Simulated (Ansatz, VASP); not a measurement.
# TiZn (linear Ti-Zn chain) in two plane-wave programs

One calculation is typed for both programs; each brings its own data sets. How far apart do they land? The structure shown is the end of the Ansatz relaxation below.

Calculated with Ansatz 0.2.0; plane waves, with VASP 6.6.1 beside it; single point at PBE.

## (1) Set-up

The cell holds 2 atoms: 1 Ti and 1 Zn. Its edges and angles: a = 7.500 Å, b = 7.500 Å, c = 5.471 Å, α = 90.0°, β = 90.0°, γ = 90.0°. Vacuum lies along a and b. The structure's axis is c.

Coordinates:

```cif
data_structure
_symmetry_space_group_name_H-M 'P 1'
_symmetry_Int_Tables_number 1
_cell_length_a 7.5000
_cell_length_b 7.5000
_cell_length_c 5.4708
_cell_angle_alpha 90.000
_cell_angle_beta 90.000
_cell_angle_gamma 90.000
_cell_volume 307.73
loop_
_atom_site_label
_atom_site_type_symbol
_atom_site_fract_x
_atom_site_fract_y
_atom_site_fract_z
_atom_site_occupancy
Ti1 Ti 0.50000 0.50000 0.00000 1
Zn2 Zn 0.50000 0.50000 0.50000 1
```

## (2) Ansatz: relaxation, PBE

Ansatz runs on its default PAW (the set named soft_2) files.

This run makes the geometry at which the two programs are then compared.

Input file input.yaml:

```yaml
crystal:
  lattice:
    - [7.5, 0.0, 0.0]
    - [0.0, 7.5, 0.0]
    - [0.0, 0.0, 5.4708]
  atoms:
    - { symbol: Ti, position: [0.5, 0.5, 0.0], spin: 2.0 }
    - { symbol: Zn, position: [0.5, 0.5, 0.5], spin: 0.5 }
magnetization:
  spin_polarized: true
kpoints:
  mp_grid: { grid: [1, 1, 15] }
scf:
  occupations: { method: fermi_dirac, width: 0.05 }
hamiltonian:
  xc: pbe
relax:
  cell: { fix: [a, b, alpha, beta, gamma] }
  max_steps: 60
```

Started as:

```sh
ansatz run input.yaml --threads 4 --pin off --max-ram 8192MiB --backend cpu --events-out ev --progress --plain --runs-dir out
```

Numbers of over 12 decimals in the logs are rounded to 6 here.

The program printed:

```text
Engine: ansatz 0.2.0, aarch64-unknown-linux-gnu
Pseudopotentials: kind: paw
Pseudopotential: Ti, paw, valence charge 12, recommended cutoff 420 eV (normal), Ti.paw.azcp
Pseudopotential: Zn, paw, valence charge 12, recommended cutoff 420 eV (normal), Zn.paw.azcp
Functional definition: PBE
  parameter kappa = 0.804
  parameter beta = 0.066725
  exchange = pbe_x(kappa = kappa, mu = beta*pi^2/3)
  correlation = pbe_c(beta = beta)
Crystal: 2 atoms, lattice volume = 307.732 Å³
Basis set: ecut = 420 eV, 6027 PW (Γ), exchange–correlation on 108×108×80 points (8 copies of the dense FFT grid, shifted against one another)
Bands: 18, of which v1, the nominal top of the filled ones, is band 12 counted from 1 (11 counted from 0)
Symmetry: 16 space group operations
Space group: P4/mmm (ITA 123), of the structure as read, at distance tolerance 6.8e-5 Å
Magnetic group: BNS 123.339 (UNI 999), of the structure as read, at distance tolerance 6.8e-5 Å
k-points: 8 of 15
Non-local potential: Ti, projectors of the file, l = 0: 3, l = 1: 2, l = 2: 3, l = 3: 1
Non-local potential: Zn, projectors of the file, l = 0: 2, l = 1: 2, l = 2: 3, l = 3: 1
PAW form: soft (Blöchl's): semilocal exchange-correlation on the pseudo side does not see the compensation charge
PAW one-centre angular grid: Ti, 590 points (default); XC on 64 Gauss nodes
PAW one-centre angular grid: Zn, 590 points (default); XC on 64 Gauss nodes
Initial density: superposition of atomic densities (neutral atoms: chi_scale 0, normalization atom)
Starting moments: Σ|m| = 2.5 μB on 2 of 2 sites
Initial wavefunctions: pseudopotential atomic-orbital guess
Functional: x = pbe(κ = 0.804, μ = 0.219515), c = pbe(β = 0.066725)
SCF iter   1: F=—  HF=-5813.107521 eV  |F-HF|=—  |Δ(HF+E_count)|=         —  Δρ=2.10e-2 (↑2.10e-2 ↓1.10e-2)  dr2=1.51e0  dr2_m=5.81e-1  M=2.850 μB ∫|m|=2.850 μB  β_m=0.30  ethr=3.10e-3  ⟨swp⟩=5.8  Hψ=1454  notcnv=0
Mixer restart at iter 1: flushing history
preconditioner: auto → LDOS  [metal: Δε(μ)=0.002 eV  Ē_g=5.848 eV  σ=0.050 eV  W_gap=0.01  n_scr=30 (ndim 8)  ℏωp=8.5 eV  f_vac=0.616  D(μ)=16.58/eV (n_scr^D=160)]
spin=Collinear: LDOS preconditioning applied to the charge; magnetization (m = ρ↑ − ρ↓) channel mixes plain (no charge-response kernel on spin).
SCF iter   2: F=—  HF=-5813.304039 eV  |F-HF|=—  |Δ(HF+E_count)|=   1.97e-1  Δρ=1.46e-2 (↑1.46e-2 ↓9.17e-3)  dr2=7.32e-1  dr2_m=3.08e-1  M=2.905 μB ∫|m|=2.905 μB  β_m=0.62  ethr=3.10e-3  ⟨swp⟩=2.7  Hψ=586  notcnv=0
SCF iter   3: F=—  HF=-5813.665487 eV  |F-HF|=—  |Δ(HF+E_count)|=   3.61e-1  Δρ=4.82e-3 (↑4.82e-3 ↓2.08e-3)  dr2=7.62e-2  dr2_m=1.07e-2  M=3.089 μB ∫|m|=3.090 μB  β_m=0.61  ethr=3.05e-3  ⟨swp⟩=3.6  Hψ=610  notcnv=0
SCF iter   4: F=—  HF=-5813.718084 eV  |F-HF|=—  |Δ(HF+E_count)|=         —  Δρ=2.67e-3 (↑2.67e-3 ↓2.18e-3)  dr2=4.15e-2  dr2_m=3.60e-3  M=3.152 μB ∫|m|=3.154 μB  β_m=0.61  ethr=3.17e-4  ⟨swp⟩=2.1  Hψ=596  notcnv=0
Mixer restart at iter 4: flushing history
SCF iter   5: F=—  HF=-5813.745857 eV  |F-HF|=—  |Δ(HF+E_count)|=         —  Δρ=1.96e-3 (↑1.96e-3 ↓1.39e-3)  dr2=1.83e-2  dr2_m=1.39e-3  M=3.174 μB ∫|m|=3.179 μB  β_m=0.61  ethr=1.73e-4  ⟨swp⟩=2.0  Hψ=568  notcnv=0  defer=8
Mixer restart at iter 5: flushing history
SCF iter   6: F=—  HF=-5813.753641 eV  |F-HF|=—  |Δ(HF+E_count)|=   7.78e-3  Δρ=1.43e-3 (↑1.43e-3 ↓1.36e-3)  dr2=1.56e-2  dr2_m=5.99e-4  M=3.182 μB ∫|m|=3.187 μB  β_m=0.51  ethr=7.63e-5  ⟨swp⟩=2.0  Hψ=568  notcnv=0  defer=8
SCF iter   7: F=—  HF=-5813.750829 eV  |F-HF|=—  |Δ(HF+E_count)|=   2.81e-3  Δρ=8.16e-4 (↑8.16e-4 ↓5.66e-4)  dr2=3.91e-3  dr2_m=4.50e-4  M=3.184 μB ∫|m|=3.189 μB  β_m=0.50  ethr=6.51e-5  ⟨swp⟩=2.0  Hψ=532  notcnv=0  defer=9
[...]
SCF iter  25: F=-5813.765490 eV  HF=-5813.765490 eV  |F-HF|=3.90e-8  |Δ(HF+E_count)|=   2.25e-7  Δρ=2.69e-6 (↑2.69e-6 ↓1.49e-6)  dr2=2.34e-8  dr2_m=5.77e-9  M=3.188 μB ∫|m|=3.196 μB  β_m=0.69  ethr=1.39e-9  ⟨swp⟩=2.0  Hψ=477  notcnv=0  defer=10
SCF iter  26: F=-5813.765490 eV  HF=-5813.765490 eV  |F-HF|=3.47e-9  |Δ(HF+E_count)|=   4.77e-8  Δρ=2.19e-6 (↑2.19e-6 ↓4.29e-7)  dr2=9.71e-9  dr2_m=3.35e-9  M=3.188 μB ∫|m|=3.196 μB  ethr=9.75e-11  ⟨swp⟩=2.1  Hψ=887  notcnv=0
at 10 of the mixer's solves, the last at iteration 21, it left a direction of its history that read negative out of its fit and stepped the other way along it
SCF 1 converged in 26 iterations: F = -5813.765490 eV  dr2 = 9.71e-9
  greatest PAW one-centre occupation: 0.999 electrons in one spin orbital (limit 2), on the Ti atom at site 0 (counted from 0), in its partial waves of l = 0
relax step   1: F+E_penalty+E_count = -5813.76549023 eV  Δ(F+E_penalty+E_count) = +0.000e0 eV  max|allowed force component| = 2.840e-29 eV/Å  Δτ_max = 0.0000 Å  P = -0.124 GPa  Ω = 307.732 Å³  fix = [a, b, alpha, beta, gamma]  reactions: a -0.207, b -0.207 GPa  (26 SCF iters, dr2 threshold 1.00e-7 eV, accepted)
Initial density: handed on by an earlier stage of this run
Starting moments: Σ|m| = 2.5 μB on 2 of 2 sites; this step starts from the density that it was given
Initial wavefunctions: pseudopotential atomic-orbital guess (no wavefunctions were taken with the density)
iter 1 solved again at ethr=3.00e-7 eV; its pass at ethr=3.10e-3 eV (dr2=7.20e-5 eV) is discarded
SCF iter   1: F=—  HF=-5813.765557 eV  |F-HF|=—  |Δ(HF+E_count)|=         —  Δρ=2.23e-6 (↑2.23e-6 ↓4.70e-7)  dr2=8.62e-9  dr2_m=3.61e-9  M=3.188 μB ∫|m|=3.196 μB  β_m=0.65  ethr=3.00e-7  ⟨swp⟩=3.1  Hψ=2275  notcnv=0
eigensolver tolerance schedule: the retry pair's looser diagonalisation over-reported the residual by 8357.90 of it (diagonalisation noise at 4.24 of the residual, at the tolerance the schedule requests for it); recorded, not acted on — ethr = c·dr2/N_el stays at c = 1.0e-1
preconditioner: auto → LDOS  [metal: Δε(μ)=0.066 eV  Ē_g=6.499 eV  σ=0.050 eV  W_gap=0.32  n_scr=18 (ndim 8)  ℏωp=8.5 eV  f_vac=0.641  D(μ)=4.23/eV (n_scr^D=18)]
spin=Collinear: LDOS preconditioning applied to the charge; magnetization (m = ρ↑ − ρ↓) channel mixes plain (no charge-response kernel on spin).
SCF iter   2: F=—  HF=-5813.765490 eV  |F-HF|=—  |Δ(HF+E_count)|=   6.66e-5  Δρ=1.60e-6 (↑1.60e-6 ↓3.60e-7)  dr2=3.56e-9  dr2_m=1.96e-9  M=3.188 μB ∫|m|=3.196 μB  β_m=0.65  ethr=3.59e-11  ⟨swp⟩=2.8  Hψ=559  notcnv=0
SCF iter   3: F=—  HF=-5813.765490 eV  |F-HF|=—  |Δ(HF+E_count)|=   5.90e-9  Δρ=9.83e-7 (↑9.83e-7 ↓5.58e-7)  dr2=2.94e-9  dr2_m=5.24e-10  M=3.188 μB ∫|m|=3.196 μB  β_m=0.61  ethr=1.48e-11  ⟨swp⟩=2.0  Hψ=451  notcnv=0
SCF iter   4: F=—  HF=-5813.765490 eV  |F-HF|=—  |Δ(HF+E_count)|=  4.78e-10  Δρ=2.24e-7 (↑2.24e-7 ↓1.12e-7)  dr2=1.38e-10  dr2_m=3.80e-11  M=3.188 μB ∫|m|=3.196 μB  β_m=0.63  ethr=1.23e-11  ⟨swp⟩=2.0  Hψ=451  notcnv=0
SCF iter   5: F=—  HF=-5813.765490 eV  |F-HF|=—  |Δ(HF+E_count)|=  3.91e-10  Δρ=1.35e-7 (↑1.35e-7 ↓6.41e-8)  dr2=6.49e-11  dr2_m=1.23e-11  M=3.188 μB ∫|m|=3.196 μB  β_m=0.82  ethr=1.00e-12  ⟨swp⟩=2.2  Hψ=425  notcnv=0
SCF iter   6: F=—  HF=-5813.765490 eV  |F-HF|=—  |Δ(HF+E_count)|=  1.67e-10  Δρ=6.17e-8 (↑6.17e-8 ↓4.06e-8)  dr2=2.22e-11  dr2_m=1.61e-12  M=3.188 μB ∫|m|=3.196 μB  β_m=0.83  ethr=1.00e-12  ⟨swp⟩=2.3  Hψ=344  notcnv=0
SCF iter   7: F=-5813.765490 eV  HF=-5813.765490 eV  |F-HF|=0.00e0  |Δ(HF+E_count)|=  2.36e-11  Δρ=1.89e-8 (↑1.89e-8 ↓1.87e-8)  dr2=2.94e-12  dr2_m=2.04e-14  M=3.188 μB ∫|m|=3.196 μB  ethr=1.00e-12  ⟨swp⟩=5.2  Hψ=981  notcnv=0
SCF 2 converged in 7 iterations: F = -5813.765490 eV  dr2 = 2.94e-12
relax step   2: F+E_penalty+E_count = -5813.76549024 eV  Δ(F+E_penalty+E_count) = -1.185e-8 eV  max|allowed force component| = 2.840e-29 eV/Å  Δτ_max = 0.0000 Å  P = -0.124 GPa  Ω = 307.732 Å³  fix = [a, b, alpha, beta, gamma]  reactions: a -0.207, b -0.207 GPa  stress off target by 4.35e-2 GPa on what of the cell is left free  SCF on the basis re-selected at this cell (its energy is not comparable with the rows above)  (7 SCF iters)
basis re-selected at this cell: Δ(F+E_penalty+E_count) = -1.185e-8 eV, ΔP = -0.000 GPa vs the last step (what re-selecting the basis moved, of the pressure what is left beyond the Pulay correction that the steps carried, after the strain that the cell walked since its last selection, with what the two solves' SCF thresholds leave and, on support functions, any second-order correction that the steps lacked; it is no m [...]
SCF converged after 7 iterations
Magnetization: 3.1880 μB (13.5940 up, 10.4060 down)
Absolute magnetization: 3.1957 μB (∫|ρ↑−ρ↓|, with the PAW one-centre terms)
Spin contamination: 0.0042 ħ² per cell (⟨S²⟩ above its minimum at these occupations)
Per-site moments (μB) at R_I (Å): [(1.976870, 1.128352), (0.074630, 1.128352)]
Free energy (F): -5813.765490 eV
Harris-Foulkes:  -5813.765490 eV  (|F-HF|=0.00e0)
Internal energy: -5813.728332 eV  (E = F + TS)
E sigma→0 (E₀):  -5813.746911 eV
Entropy (-TS):   -0.037158 eV (-18.579 meV/atom)
Fermi energy:    -1.612998 eV
--- Per-component energies (eV) ---
  E_band       = -429.368245
  E_kinetic    = 399.472903
  E_local      = -5480.199779  (includes V_loc(G=0)·N_el)
  E_nonlocal   = 625.666074
  E_hartree    = 2379.371175
  E_xc         = -229.227273
  E_vxc        = -166.092700  (∫ρ·V_xc dr)
  E_paw        = -2875.331890  (= ΣΔE_a)
  E_vpaw       = -566.956984  (= ΣTr[D̂ρ^β])
  E_aug_tail   = -0.000228  (compensation charges beyond the density's cutoff)
  E_ewald      = -633.479315
  E_smearing   = -0.037158  (= −TS)
  E_closure    = -0.000000  (closes the sum)
  Σ components = -5813.765490   (vs F -5813.765490, Δ=0.00e0)
--- Forces (eV/Å), atoms counted from 1 ---
  atom   1  Ti     0.00000000    -0.00000000     0.00000000
  atom   2  Zn     0.00000000     0.00000000     0.00000000
  max |Σ_I F_I| component: 1.70e-28 eV/Å
--- Stress (GPa, compression-positive) ---
       -0.207359       0.000000       0.000000
        0.000000      -0.207359       0.000000
        0.000000       0.000000       0.043550
  P = ⅓ Tr σ = -0.1237 GPa (-1.237 kbar)
--- Relaxed structure (1 steps of the walk, 1 accepted, 1 SCFs on fresh bases) ---
  F+E_penalty+E_count = -5813.76549024 eV   max|allowed force component| = 2.840e-29 eV/Å   (the final SCF, on the basis selected at the relaxed cell)
  cell:  # Å, volume = 307.7325 Å³
    - [7.5, 0.0, 0.0]
    - [0.0, 7.5, 0.0]
    - [0.0, 0.0, 5.4708]
  atoms:
    - { symbol: Ti, position: [0.5, 0.5, 0.0] }
    - { symbol: Zn, position: [0.5, 0.5, 0.500000] }
```

## (3) VASP: single point, PBE

The same cell, functional, mesh and smearing now go to VASP, with its own data sets.

Lines of VASP's logs that name or quote its potential files are left out, and so is its time.

Input file INCAR:

```
SYSTEM = TiZn
PREC = Accurate
ENCUT = 500
EDIFF = 1E-06
NELM = 200
ISMEAR = -1
SIGMA = 0.05
LREAL = .FALSE.
ALGO = Normal
GGA = PE
NBANDS = 21
ISPIN = 2
MAGMOM = 1.98 0.07
LASPH = .TRUE.
LMAXMIX = 4
LORBIT = 11
LWAVE = .FALSE.
LCHARG = .FALSE.
ISIF = 2
GGA_COMPAT = .FALSE.
```

Input file POSCAR:

```
TiZn
1.0
    7.5000000000      0.0000000000      0.0000000000
    0.0000000000      7.5000000000      0.0000000000
    0.0000000000      0.0000000000      5.4708000000
Ti Zn
1 1
Direct
    0.5000000000      0.5000000000      0.0000000000
    0.5000000000      0.5000000000      0.5000000000
```

Input file KPOINTS:

```
Automatic mesh
0
Gamma
1 1 15
0 0 0
```

Potentials, in the order of the species: Ti_sv and Zn (PBE family, release 64).

Started as:

```sh
mpirun -np 1 vasp_std
```

The program printed:

```text
[banner, memory and clock lines left out]
running    1 mpi-ranks, on    1 nodes
 distrk:  each k-point on    1 cores,    1 groups
 distr:  one band on    1 cores,    1 groups

 POSCAR found type information on POSCAR TiZn
 POSCAR found :  2 types and       2 ions
 LDA part: xc-table for (Slater+PW92), standard interpolation
 POSCAR, INCAR and KPOINTS ok, starting setup
 FFT: planning ... GRIDC
 FFT: planning ... GRID_SOFT
 FFT: planning ... GRID
 WAVECAR not read
 entering main loop
       N       E                     dE             d eps       ncg     rms          rms(c)
DAV:   1     0.135100369453E+03    0.13510E+03   -0.99819E+03   792   0.824E+02
DAV:   2     0.124160711429E+02   -0.12268E+03   -0.12096E+03   728   0.231E+02
DAV:   3    -0.269652143680E+01   -0.15113E+02   -0.14590E+02  1249   0.659E+01
DAV:   4    -0.409905617233E+01   -0.14025E+01   -0.13857E+01   830   0.159E+01
DAV:   5    -0.420364544645E+01   -0.10459E+00   -0.10449E+00   955   0.326E+00    0.731E+00
DAV:   6    -0.411860675171E+01    0.85039E-01   -0.53242E+00   802   0.132E+01    0.101E+01
DAV:   7    -0.372618357353E+01    0.39242E+00   -0.10125E+00   783   0.731E+00    0.276E+00
DAV:   8    -0.382958726863E+01   -0.10340E+00   -0.77377E-01   951   0.330E+00    0.290E+00
DAV:   9    -0.393535114901E+01   -0.10576E+00   -0.13602E-01   719   0.178E+00    0.309E+00
DAV:  10    -0.391896332856E+01    0.16388E-01   -0.48660E-03   750   0.437E-01    0.315E+00
DAV:  11    -0.396142202855E+01   -0.42459E-01   -0.26905E-02   704   0.100E+00    0.232E+00
DAV:  12    -0.399369100037E+01   -0.32269E-01   -0.13839E-01   814   0.251E+00    0.690E-01
DAV:  13    -0.401285751746E+01   -0.19167E-01   -0.13741E-02   696   0.670E-01    0.487E-01
DAV:  14    -0.401696628744E+01   -0.41088E-02   -0.35234E-03   788   0.356E-01    0.478E-01
[...]
DAV:  19    -0.402184968495E+01   -0.55286E-03   -0.23337E-03   696   0.258E-01    0.492E-02
DAV:  20    -0.402193314169E+01   -0.83457E-04   -0.32870E-04   776   0.100E-01    0.188E-02
DAV:  21    -0.402199625612E+01   -0.63114E-04   -0.26277E-04   672   0.961E-02    0.229E-02
DAV:  22    -0.402198422639E+01    0.12030E-04   -0.16212E-04   677   0.729E-02    0.769E-03
DAV:  23    -0.402197303218E+01    0.11194E-04   -0.58053E-05   642   0.391E-02    0.711E-03
DAV:  24    -0.402197390632E+01   -0.87415E-06   -0.28285E-05   648   0.283E-02    0.254E-03
DAV:  25    -0.402197568435E+01   -0.17780E-05   -0.82201E-06   559   0.147E-02    0.185E-03
DAV:  26    -0.402197567026E+01    0.14084E-07   -0.81015E-06   564   0.138E-02
   1 F= -.40219757E+01 E0= -.40003818E+01  d E =-.431878E-01  mag=     3.1743
```

(Continued in part 2 of 2.)

[Lines on the potential files, build, host, timing and source positions are cut from VASP's logs without a mark.]

[Logs are printed without paths, hosts, clocks, repeated set-up lines and the standing remarks that a program may print on its own settings, such as how far it seeks lower states.]

[Hosts, paths, dates, database ids (printed as entryN), source tags and the programs' standing remarks are cut or masked in the printed files.]
